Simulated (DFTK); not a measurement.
Input of a DFTK 0.8.2 run:

The input run.jl:

```julia
using DFTK
using PseudoPotentialData
using Unitful, UnitfulAtomic
using LinearAlgebra, Printf
include("save.jl")
disable_threading()

# lattice vectors are the columns
lattice = austrip(1u"Å") * [           0.0          3.018          3.018;
                    3.018            0.0          3.018;
                    3.018          3.018            0.0]
symbols   = [:In, :As]
positions = [[0.0, 0.0, 0.0],
             [0.75, 0.75, 0.75]]
pseudopotentials = PseudoFamily("dojo.nc.sr.pbe.v0_4_1.standard.upf")
elements = Dict(s => ElementPsp(s, pseudopotentials) for s in unique(symbols))
atoms    = [elements[s] for s in symbols]

build_model(lattice, positions; symmetries=true) =
    model_DFT(lattice, atoms, positions;
              functionals=PBE(),
              temperature=austrip(0.1u"eV"),
              smearing=Smearing.MarzariVanderbilt(),
              symmetries)
Ecut  = 42.0  # hartree
kgrid = [8, 8, 8]
tol   = 1e-6
to_GPa = ustrip(uconvert(u"GPa", 1u"hartree/bohr^3"))

model = build_model(lattice, positions)
basis = PlaneWaveBasis(model; Ecut, kgrid)
display(basis)
scfres = self_consistent_field(basis;
                               tol,
                               nbandsalg=AdaptiveBands(model; n_bands_converge=19))
display(scfres.energies)
@printf "Fermi level: %.6f eV\n" ustrip(auconvert(u"eV", something(scfres.εF, NaN)))
forces = compute_forces_cart(scfres)
println("Forces (eV/Å)")
for (s, f) in zip(symbols, forces)
    @printf "%-3s %12.6f %12.6f %12.6f\n" s ustrip.(auconvert.(u"eV/Å", f))...
end
stress = compute_stresses_cart(scfres)
println("Stress (GPa)")
display(round.(stress * to_GPa; digits=4))
println("Levels at the first k-point (eV): ", round.(ustrip.(auconvert.(u"eV", scfres.eigenvalues[1][1:scfres.n_bands_converge])); digits=4))
save_scf!(scfres; forces, stress)
```

Potentials or basis: dojo.nc.sr.pbe.v0_4_1.standard.upf (PBE).

The run is started by

```console
$ julia --threads=1 run.jl  # save.jl only writes the numbers to a file and isn't shown; printed stress counts tension as positive; times include loading and compiling
```

Q: What does it give for the band gap on the k mesh?

A: None (metal or under the smearing width).

Q: Estimate the pressure.

A: 4.4 GPa.

**What was measured.**

A printed reference work, data compilation reports, for a bulk crystal of InAs at 4.2 K: band gap 0.418 eV (direct).

A measured gap of InAs is 0.418 eV (direct; 4.2 K; a printed reference work, data compilation); the calculated 0.00 eV misses it by -0.42 eV. Spin-orbit coupling on As, In is left out. The value is that of PBE on a finite k mesh, which can miss the band edges, without temperature or zero-point motion. Semilocal functionals fall short of measured gaps as a rule.
